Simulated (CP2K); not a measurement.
The system is BaTiO3.

```
CELL_PARAMETERS angstrom
3.80317 0.00000 0.00000
0.04607 4.13026 0.00000
0.23214 0.12224 7.97025
ATOMIC_POSITIONS crystal
Ba 0.04486 0.90917 0.49511
Ba 0.00815 0.92181 0.02441
Ti 0.45719 0.52057 0.20539
Ti 0.50232 0.47064 0.76225
O 0.48144 0.03993 0.24039
O 0.45629 0.07298 0.69357
O 0.53803 0.54059 0.44980
O 0.52906 0.55800 0.03050
O 0.98202 0.45740 0.26038
O 0.00064 0.50892 0.83819
```

The cell isn't the ideal one: all atoms moved at random.

Base run:

```yaml
Program: CP2K 2026.2
Functional: rev-vdW-DF2
Potentials_or_basis: POTENTIAL_UZH Ba GTH-PBE-q10, Ti GTH-PBE-q12, O GTH-PBE-q6; DZVP-MOLOPT-PBE-GTH basis
Density_cutoff: 11565 eV
k_mesh: 6 × 5 × 3
Occupations: fermi-dirac, width 0.05 eV
Spin: no spin polarisation
```

Its results: band gap on the k mesh 0.65 eV, indirect (least direct gap 0.77 eV); pressure 39.7 GPa; largest force 28.415 eV/Å.

After a change of settings the same cell gave: band gap on the k mesh 0.64 eV, indirect (least direct gap 0.77 eV); pressure 32.7 GPa; largest force 28.309 eV/Å. Which change was it?
A. functional from rev-vdW-DF2 to vdW-DF2
B. functional from rev-vdW-DF2 to r2SCAN
C. functional from rev-vdW-DF2 to PBEsol
D. functional from rev-vdW-DF2 to LDA

D.

Caveats: the potentials were made for another functional, which shifts forces and pressure; spin-orbit coupling is left out, which moves the levels of the heavy elements; an odd mesh through Γ misses points on the zone boundary, where band edges often lie; the basis of atomic orbitals isn't converged, which shifts pressures, moduli and gaps.

Runs at the PBE level aren't shown here.
